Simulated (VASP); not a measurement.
# TaN (P-62m) in VASP: notebook

The runs below take TaN through electron localisation function, atomic charges, single point, with PBE, LDA, r2SCAN.

All numbers are computed with VASP 6.6.1; they aren't measurements. Logs are shortened: lines on timing, memory, paths and dates and some standing lists are left out, and cuts for length are marked.

### Step 1. The crystal as given

Symmetry: P-62m, No. 189, hexagonal system. The conventional cell has a = 5.196 Å, b = 5.196 Å, c = 2.911 Å, α = 90.00°, β = 90.00°, γ = 120.00°. Ta (site symmetry -62m) is surrounded by 3 N at 2.04 Å. Around Ta (site symmetry -6) lie 6 N at 2.16 Å. N (site symmetry m2m) is surrounded by 5 Ta at 2.04 to 2.16 Å.

### Step 2. Electron localisation function, PBE

Input file INCAR:

```
SYSTEM = TaN
PREC = Accurate
ENCUT = 520
EDIFF = 1E-6
ISMEAR = 0
SIGMA = 0.02
LREAL = .FALSE.
LASPH = .TRUE.
NELM = 80
ALGO = Normal
ISIF = 2
LWAVE = .FALSE.
LCHARG = .TRUE.
GGA = PE
LELF = .TRUE.
```

Input file KPOINTS:

```
Automatic mesh
0
G
  6 6 9
  0 0 0
```

Input file POSCAR:

```
TaN
1.0
    5.1960000000      0.0000000000      0.0000000000
   -2.5980000000      4.4998679981      0.0000000000
    0.0000000000      0.0000000000      2.9110000000
Ta N
3 3
Direct
    0.0000000000      0.0000000000      0.0000000000
    0.6666666667      0.3333333333      0.5000000000
    0.3333333333      0.6666666667      0.5000000000
    0.0000000000      0.3928500000      0.0000000000
    0.6071500000      0.6071500000      0.0000000000
    0.3928500000      0.0000000000      0.0000000000
```

Potentials or basis: VASP PAW PBE potentials, release 64 (Ta_pv, N).

Launch:

```console
$ cat potpaw_PBE.64/Ta_pv/POTCAR potpaw_PBE.64/N/POTCAR > POTCAR
$ mpirun -np 1 vasp_std > vasp.out
```

OUTCAR:

```text
SYSTEM = TaN
   PREC = Accurate
   ENCUT = 520
   EDIFF = 1E-6
   ISMEAR = 0
   LREAL = .FALSE.
   LASPH = .TRUE.
   NELM = 80
   ISIF = 2
   GGA = PE

 ion  position               nearest neighbor table
   1  0.000  0.000  0.000-   6 2.04   5 2.04   4 2.04   3 3.33   2 3.33   2 3.33   3 3.33   2 3.33
                             2 3.33   3 3.33   3 3.33   2 3.33   2 3.33   3 3.33   3 3.33
   2  0.667  0.333  0.500-   4 2.16   4 2.16   6 2.16   6 2.16   5 2.16   5 2.16   3 3.00   3 3.00
                             3 3.00   1 3.33   1 3.33   1 3.33   1 3.33   1 3.33   1 3.33
   3  0.333  0.667  0.500-   6 2.16   6 2.16   4 2.16   4 2.16   5 2.16   5 2.16   2 3.00   2 3.00
                             2 3.00   1 3.33   1 3.33   1 3.33   1 3.33   1 3.33   1 3.33
   4  0.000  0.393  0.000-   1 2.04   2 2.16   2 2.16   3 2.16   3 2.16
   5  0.607  0.607  0.000-   1 2.04   3 2.16   3 2.16   2 2.16   2 2.16
   6  0.393  0.000  0.000-   1 2.04   3 2.16   3 2.16   2 2.16   2 2.16

  LATTYP: Found a hexagonal cell.
 ALAT       =     5.1960000000
 C/A-ratio  =     0.5602386451

  Lattice vectors:

 A1 = (   5.1960000000,   0.0000000000,   0.0000000000)
 A2 = (  -2.5980000000,   4.4998679981,   0.0000000000)
 A3 = (   0.0000000000,   0.0000000000,   2.9110000000)

Analysis of symmetry for initial positions (statically):
=====================================================================
 Subroutine PRICEL returns:
 Original cell was already a primitive cell.

 Routine SETGRP: Setting up the symmetry group for a
 hexagonal supercell.

 Subroutine GETGRP returns: Found 12 space group operations
 (whereof 12 operations were pure point group operations)
 out of a pool of 24 trial point group operations.

The static configuration has the point symmetry D_3h.

Analysis of symmetry for dynamics (positions and initial velocities):
=====================================================================
 Subroutine PRICEL returns:
 Original cell was already a primitive cell.

 Routine SETGRP: Setting up the symmetry group for a
 hexagonal supercell.

 Subroutine GETGRP returns: Found 12 space group operations
 (whereof 12 operations were pure point group operations)
 out of a pool of 24 trial point group operations.

The dynamic configuration has the point symmetry D_3h.

 Subroutine INISYM returns: Found 12 space group operations
 (whereof 12 operations are pure point group operations),
 and found     1 'primitive' translations

----------------------------------------------------------------------------------------

                                     Primitive cell

  volume of cell :      68.0630

  direct lattice vectors                    reciprocal lattice vectors
     5.196000000  0.000000000  0.000000000     0.192455735  0.111114371  0.000000000
    -2.598000000  4.499867998  0.000000000     0.000000000  0.222228741  0.000000000
     0.000000000  0.000000000  2.911000000     0.000000000  0.000000000  0.343524562

  length of vectors
     5.196000000  5.196000000  2.911000000     0.222228741  0.222228741  0.343524562

  position of ions in fractional coordinates (direct lattice)
     0.000000000  0.000000000  0.000000000
     0.666666667  0.333333333  0.500000000
     0.333333333  0.666666667  0.500000000
     0.000000000  0.392850000  0.000000000
     0.607150000  0.607150000  0.000000000
     0.392850000  0.000000000  0.000000000

  ion indices of the primitive-cell ions
   primitive index   ion index
                 1           1
                 2           2
                 3           3
                 4           4
                 5           5
                 6           6

----------------------------------------------------------------------------------------

 KPOINTS: Automatic mesh

Automatic generation of k-mesh.
 Grid dimensions read from file:
 generate k-points for:    6    6    9

 Generating k-lattice:

  Cartesian coordinates                     Fractional coordinates (reciprocal lattice)
     0.032075956  0.018519062  0.000000000     0.166666667  0.000000000  0.000000000
     0.000000000  0.037038124  0.000000000     0.000000000  0.166666667  0.000000000
     0.000000000  0.000000000  0.038169396     0.000000000  0.000000000  0.111111111

  Length of vectors
     0.037038124  0.037038124  0.038169396

  Shift w.r.t. Gamma in fractional coordinates (k-lattice)
     0.000000000  0.000000000  0.000000000

 Subroutine IBZKPT returns following result:
 ===========================================

 Found     35 irreducible k-points:

 Following reciprocal coordinates:
            Coordinates               Weight
  0.000000  0.000000  0.000000      1.000000
  0.166667  0.000000  0.000000      6.000000
  0.333333  0.000000  0.000000      6.000000
  0.500000  0.000000  0.000000      3.000000
  0.166667  0.166667  0.000000      6.000000
  0.333333  0.166667  0.000000     12.000000
[... 16 lines left out ...]
  0.166667  0.000000  0.333333     12.000000
[... 74 lines left out ...]
 fundamental gap:      0.0220545582
 Fermi energy:         8.3148843222

 k-point     1 :       0.0000    0.0000    0.0000
  band No.  band energies     occupation
      1     -27.9074      2.00000
      2     -27.9074      2.00000
      3     -27.5546      2.00000
      4     -27.5546      2.00000
      5     -27.3819      2.00000
      6     -27.2752      2.00000
[... 20 lines left out ...]
     27       8.9342      0.00000
     28      10.1825      0.00000

 k-point     2 :       0.1667    0.0000    0.0000
  band No.  band energies     occupation
      1     -27.9296      2.00000
      2     -27.8999      2.00000
      3     -27.5374      2.00000
      4     -27.5258      2.00000
      5     -27.3752      2.00000
      6     -27.2813      2.00000
[... 20 lines left out ...]
     27       9.2701      0.00000
     28       9.4442      0.00000

 k-point     3 :       0.3333    0.0000    0.0000
  band No.  band energies     occupation
      1     -27.9672      2.00000
      2     -27.8544      2.00000
      3     -27.5589      2.00000
      4     -27.4741      2.00000
      5     -27.3581      2.00000
      6     -27.2973      2.00000
[... 20 lines left out ...]
     27      10.1240      0.00000
     28      10.1506      0.00000

 k-point     4 :       0.5000    0.0000    0.0000
  band No.  band energies     occupation
      1     -27.9837      2.00000
      2     -27.8003      2.00000
      3     -27.6173      2.00000
      4     -27.4498      2.00000
      5     -27.3446      2.00000
      6     -27.3103      2.00000
[... 20 lines left out ...]
     27      10.2628      0.00000
     28      10.7809      0.00000

 k-point     5 :       0.1667    0.1667    0.0000
  band No.  band energies     occupation
      1     -27.9488      2.00000
      2     -27.8805      2.00000
      3     -27.5494      2.00000
      4     -27.4836      2.00000
      5     -27.3631      2.00000
      6     -27.2926      2.00000
[... 20 lines left out ...]
     27       9.5518      0.00000
     28       9.8477      0.00000

 k-point     6 :       0.3333    0.1667    0.0000
  band No.  band energies     occupation
      1     -27.9640      2.00000
      2     -27.8182      2.00000
      3     -27.6312      2.00000
      4     -27.4461      2.00000
      5     -27.3448      2.00000
      6     -27.3100      2.00000
[... 463 lines left out ...]
      5     -27.6402      2.00000
      6     -27.3940      2.00000
[... 20 lines left out ...]
     27       9.6376      0.00000
     28      10.2070      0.00000

 k-point    22 :       0.0000    0.0000    0.3333
  band No.  band energies     occupation
      1     -28.0262      2.00000
      2     -27.8535      2.00000
      3     -27.7971      2.00000
      4     -27.7971      2.00000
      5     -27.4317      2.00000
      6     -27.4317      2.00000
[... 20 lines left out ...]
     27      10.2251      0.00000
     28      10.5885      0.00000

 k-point    23 :       0.1667    0.0000    0.3333
  band No.  band energies     occupation
      1     -28.0218      2.00000
      2     -27.8652      2.00000
      3     -27.8087      2.00000
      4     -27.7812      2.00000
      5     -27.4434      2.00000
      6     -27.4174      2.00000
[... 20 lines left out ...]
     27      10.4756      0.00000
     28      10.5378      0.00000

 k-point    24 :       0.3333    0.0000    0.3333
  band No.  band energies     occupation
      1     -28.0072      2.00000
      2     -27.8938      2.00000
      3     -27.8299      2.00000
      4     -27.7404      2.00000
      5     -27.4833      2.00000
      6     -27.3905      2.00000
[... 20 lines left out ...]
     27      10.4813      0.00000
     28      10.6581      0.00000

 [... further k-points ...]

------------------------ aborting loop because EDIFF is reached ----------------------------------------

  FORCE on cell =-STRESS in cart. coord.  units (eV):
  Direction    XX          YY          ZZ          XY          YZ          ZX
  --------------------------------------------------------------------------------------
  -------------------------------------------------------------------------------------
  Total        2.4472138      2.4472138      2.3263382      0.0000000      0.0000000      0.0000000
  in kB       57.6064843     57.6064843     54.7611196      0.0000000      0.0000000      0.0000000
  external PRESSURE =      56.6580294 kB  Pullay stress =       0.0000000 kB

 VOLUME and BASIS-vectors are now :
 -----------------------------------------------------------------------------
  energy-cutoff  :      520.00
  volume of cell :       68.06
      direct lattice vectors                 reciprocal lattice vectors
     5.196000000  0.000000000  0.000000000     0.192455735  0.111114371  0.000000000
    -2.598000000  4.499867998  0.000000000     0.000000000  0.222228741  0.000000000
     0.000000000  0.000000000  2.911000000     0.000000000  0.000000000  0.343524562

 POSITION                                       TOTAL-FORCE (eV/Angst)
 -----------------------------------------------------------------------------------
      0.00000      0.00000      0.00000        -0.000000     -0.000000     -0.000000
      2.59800      1.49996      1.45550        -0.000000     -0.000000     -0.000000
     -0.00000      2.99991      1.45550        -0.000000     -0.000000     -0.000000
     -1.02062      1.76777      0.00000        -0.029584      0.051241      0.000000
      1.57738      2.73209      0.00000        -0.029584     -0.051241     -0.000000
      2.04125      0.00000      0.00000         0.059167     -0.000000      0.000000
 -----------------------------------------------------------------------------------
    total drift:                               -0.000002     -0.000003      0.000000

  FREE ENERGIE OF THE ION-ELECTRON SYSTEM (eV)
  ---------------------------------------------------
  free  energy   TOTEN  =       -67.4650589991 eV

  energy  without entropy=      -67.4645635096  energy(sigma->0) =      -67.46481125
```

Run time: 96 s. Hardware: 1 thread of Intel Xeon Platinum 8259CL at 2.50GHz (Skylake/Cascade Lake), shared host; peak memory 0.22 GiB.

What came out:

| Item | Value |
| --- | --- |
| Free energy | -67.4651 eV |
| Pressure | 5.7 GPa |
| Largest force | 0.059 eV/Å |
| Band gap on the k mesh | none (metal or under the smearing width) |

Forces on the atoms (eV/Å):
```
Ta   0.000  0.000  0.000
Ta   0.000  0.000  0.000
Ta   0.000  0.000  0.000
N   -0.030  0.051  0.000
N   -0.030 -0.051  0.000
N    0.059  0.000  0.000
```

Stress tensor (GPa, compression positive):
```
5.76 0.00 0.00
0.00 5.76 0.00
0.00 0.00 5.48
```

The run has no spin-orbit coupling, so splittings on Ta are missing.

### Step 3. Atomic charges, LDA

Input file INCAR:

```
SYSTEM = TaN
PREC = Accurate ; ENCUT = 520
EDIFF = 1E-6 ; ISMEAR = 0
SIGMA = 0.02 ; LREAL = .False.
LASPH = .True. ; NELM = 100
ALGO = Normal ; ISIF = 2
LWAVE = .False. ; LCHARG = .True.
GGA = CA ; LORBIT = 10
LELF = .True. ; LVHAR = .True.
```

Input file KPOINTS:

```
Automatic mesh
0
Gamma
  6 6 9
  0 0 0
```

POSCAR is that of step 2.

Potentials or basis: VASP PAW LDA potentials, release 64 (Ta_pv, N).

Launch:

```console
$ cat potpaw_LDA.64/Ta_pv/POTCAR potpaw_LDA.64/N/POTCAR > POTCAR
$ mpirun -np 1 vasp_std > vasp.out
```

Run time: 37 s. Hardware: 1 thread of AMD EPYC 9R45 (Zen 5), shared host; peak memory 0.16 GiB.

It converged, with:

```
Free energy                                           : -74.0883 eV
Pressure                                              : -8.3 GPa
Largest force                                         : 0.035 eV/Å
Band gap on the k mesh                                : none (metal or under the smearing width)
Valence electrons inside the program's atomic spheres : Ta 9.00, 8.97; N 3.76
```

Forces in eV/Å, atoms in the order of the input:
```
Ta   0.000  0.000  0.000
Ta   0.000  0.000  0.000
Ta   0.000  0.000  0.000
N    0.017 -0.030  0.000
N    0.017  0.030  0.000
N   -0.035  0.000  0.000
```

Stress tensor (GPa, compression positive):
```
 -7.38   0.00   0.00
  0.00  -7.38   0.00
  0.00   0.00 -10.19
```

Levels at points of the mesh, in eV from the Fermi level:
```csv
k point,band 21,band 22,band 23,band 24,band 25,band 26,band 27,band 28
"(0.00, 0.00, 0.00)",-4.20,-3.28,-1.90,-0.91,-0.91,0.54,0.54,1.83
"(0.50, 0.00, 0.00)",-3.87,-3.82,-2.81,-2.63,1.20,1.75,1.91,2.39
```

### Step 4. Electron localisation function, LDA

Input file INCAR:

```
PREC = Accurate ; ENCUT = 520
EDIFF = 1E-7 ; ISMEAR = 0
SIGMA = 0.02 ; LREAL = False
LASPH = True ; NELM = 60
ALGO = Normal ; ISIF = 2
LWAVE = False ; LCHARG = True
GGA = CA ; LELF = True
```

Input file KPOINTS:

```
regular mesh
0
Gamma
  6 6 9
```

POSCAR is that of step 3.

Launch:

```console
$ cat potpaw_LDA.64/Ta_pv/POTCAR potpaw_LDA.64/N/POTCAR > POTCAR
$ mpirun -np 1 vasp_std > vasp.out
```

Run time: 39 s. Hardware: 1 thread of AMD EPYC 9R45 (Zen 5), shared host; peak memory 0.16 GiB.

It converged, with:

| Item | Value |
| --- | --- |
| Free energy | -74.0883 eV |
| Pressure | -8.3 GPa |
| Largest force | 0.035 eV/Å |
| Band gap on the k mesh | none (metal or under the smearing width) |

Forces on the atoms (eV/Å):
```
Ta   0.000  0.000  0.000
Ta   0.000  0.000  0.000
Ta   0.000  0.000  0.000
N    0.017 -0.030  0.000
N    0.017  0.030  0.000
N   -0.035  0.000  0.000
```

Stress tensor (GPa, compression positive):
```
 -7.38   0.00   0.00
  0.00  -7.38   0.00
  0.00   0.00 -10.19
```

Levels at points of the mesh, in eV from the Fermi level:
```tsv
k point	band 21	band 22	band 23	band 24	band 25	band 26	band 27	band 28
(0.00, 0.00, 0.00)	-4.20	-3.28	-1.90	-0.91	-0.91	0.54	0.54	1.83
(0.50, 0.00, 0.00)	-3.87	-3.82	-2.81	-2.63	1.20	1.75	1.91	2.38
```

The run has no spin-orbit coupling, so splittings on Ta are missing.

### Step 5. Single point, r2SCAN

Input file INCAR:

```
SYSTEM = TaN
PREC     = Accurate       ! precision mode
ENCUT    = 1400           ! plane-wave cutoff, eV
EDIFF    = 1E-8           ! SCF threshold, eV
ISMEAR   = 0              ! smearing method
SIGMA    = 0.02           ! smearing width, eV
LREAL    = .False.        ! projectors in reciprocal space
LASPH    = .True.         ! aspherical terms in the spheres
NELM     = 100            ! most SCF steps
ALGO     = Normal         ! electronic algorithm
ISIF     = 2              ! what is computed and relaxed
LWAVE    = .False.        ! write WAVECAR
LCHARG   = .False.        ! write CHGCAR
METAGGA  = R2SCAN         ! meta-GGA
LMIXTAU  = .True.       
ADDGRID  = .False.
```

Input file KPOINTS:

```
Automatic mesh
0
Gamma
  5 5 8
  0 0 0
```

POSCAR is that of step 4.

Potentials or basis: VASP PAW PBE potentials, release 64 (Ta_pv, N_h).

Launch:

```console
$ cat potpaw_PBE.64/Ta_pv/POTCAR potpaw_PBE.64/N_h/POTCAR > POTCAR
$ mpirun -np 1 vasp_std > vasp.out
```

Run time: 21 min. Hardware: 1 thread of AMD EPYC 7R43 (Zen 3), shared host; peak memory 0.48 GiB.

The run converged. Its results:

* Free energy: -181.3037 eV
* Pressure: 1.7 GPa
* Largest force: 0.052 eV/Å
* Band gap on the k mesh: none (metal or under the smearing width)

Forces on the atoms (eV/Å):
```
Ta   0.000  0.000  0.000
Ta   0.000  0.000  0.000
Ta   0.000  0.000  0.000
N    0.026 -0.045  0.000
N    0.026  0.045  0.000
N   -0.052  0.000  0.000
```

Stress tensor (GPa, compression positive):
```
1.98 0.00 0.00
0.00 1.98 0.00
0.00 0.00 1.27
```

Levels at points of the mesh, in eV from the Fermi level:
| k point | band 20 | band 21 | band 22 | band 23 | band 24 | band 25 | band 26 | band 27 | band 28 |
| --- | --- | --- | --- | --- | --- | --- | --- | --- | --- |
| (0.00, 0.00, 0.00) | -5.50 | -4.82 | -3.80 | -2.21 | -1.19 | -1.19 | 0.50 | 0.50 | 1.71 |
| (0.00, 0.00, 0.50) | -5.01 | -4.84 | -3.24 | -3.24 | 1.75 | 1.79 | 1.79 | 2.20 | 2.20 |

Caveat: the PAW data sets were made with another functional, which shifts forces and pressure a little. The run has no spin-orbit coupling, so splittings on Ta are missing.

### Step 6. Single point, r2SCAN

INCAR, as its differences from that of step 5:

```diff
@@ -2,6 +2,6 @@
 PREC     = Accurate       ! precision mode
-ENCUT    = 1400           ! plane-wave cutoff, eV
-EDIFF    = 1E-8           ! SCF threshold, eV
+ENCUT    = 400            ! plane-wave cutoff, eV
+EDIFF    = 1E-6           ! SCF threshold, eV
 ISMEAR   = 0              ! smearing method
-SIGMA    = 0.02           ! smearing width, eV
+SIGMA    = 0.05           ! smearing width, eV
 LREAL    = .False.        ! projectors in reciprocal space
```

Input file KPOINTS:

```
Automatic mesh
0
Gamma
  2 2 2
  0 0 0
```

POSCAR is that of step 5.

Potentials or basis: VASP PAW PBE potentials, release 64 (Ta_pv, N_h).

Launch:

```console
$ cat potpaw_PBE.64/Ta_pv/POTCAR potpaw_PBE.64/N_h/POTCAR > POTCAR
$ mpirun -np 1 vasp_std > vasp.out
```

It took 65 s on 1 thread of AMD EPYC 7R43 (Zen 3), shared host; peak memory 0.14 GiB.

The run converged, but a check on its numbers failed (symmetry, net force, bounds or a known fault of this set-up), so they aren't taken as properties of the crystal.

Caveat: the k mesh is coarse (spacing up to 1.08 Å⁻¹), so the values aren't converged; the cutoff lies under the usual one of these potentials, so the numbers hold a large basis-set error; a pressure of tens of GPa on the cell as given is suspect, and the run, the potentials or the cell itself is likely at fault; the PAW data sets were made with another functional, which shifts forces and pressure a little.

### Step 7. For comparison

An earlier run on the cell as given: functional PBE; potentials or basis VASP PAW PBE potentials, release 64 (Ta_pv, N); cutoff 520 eV; k mesh 6 × 6 × 9; occupations fermi-dirac, width 0.05 eV; no spin polarisation.

- Pressure: 5.7 GPa
- Largest force: 0.048 eV/Å
- Band gap on the k mesh: none (metal or under the smearing width)

### Step 8. Summary

| task | level | potentials or basis | k mesh | cutoff (eV) | smearing | gap on the mesh (eV) | pressure (GPa) | largest force (eV/Å) |
| --- | --- | --- | --- | --- | --- | --- | --- | --- |
| electron localisation function | PBE | VASP PAW PBE potentials, release 64 (Ta_pv, N) | 6 × 6 × 9 | 520 | gaussian 0.02 eV | none | 5.7 | 0.06 |
| atomic charges | LDA | VASP PAW LDA potentials, release 64 (Ta_pv, N) | 6 × 6 × 9 | 520 | gaussian 0.02 eV | none | -8.3 | 0.03 |
| electron localisation function | LDA | VASP PAW LDA potentials, release 64 (Ta_pv, N) | 6 × 6 × 9 | 520 | gaussian 0.02 eV | none | -8.3 | 0.03 |
| single point | r2SCAN | VASP PAW PBE potentials, release 64 (Ta_pv, N_h) | 5 × 5 × 8 | 1400 | gaussian 0.02 eV | none | 1.7 | 0.05 |
| single point | PBE | VASP PAW PBE potentials, release 64 (Ta_pv, N) | 6 × 6 × 9 | 520 | fermi-dirac 0.05 eV | none | 5.7 | 0.05 |

Alike in all rows: no spin polarisation; cell as given.

Caveats: the PAW data sets were made with another functional, which shifts forces and pressure a little (some runs).

Absolute energies hang on the potentials; compare differences alone.
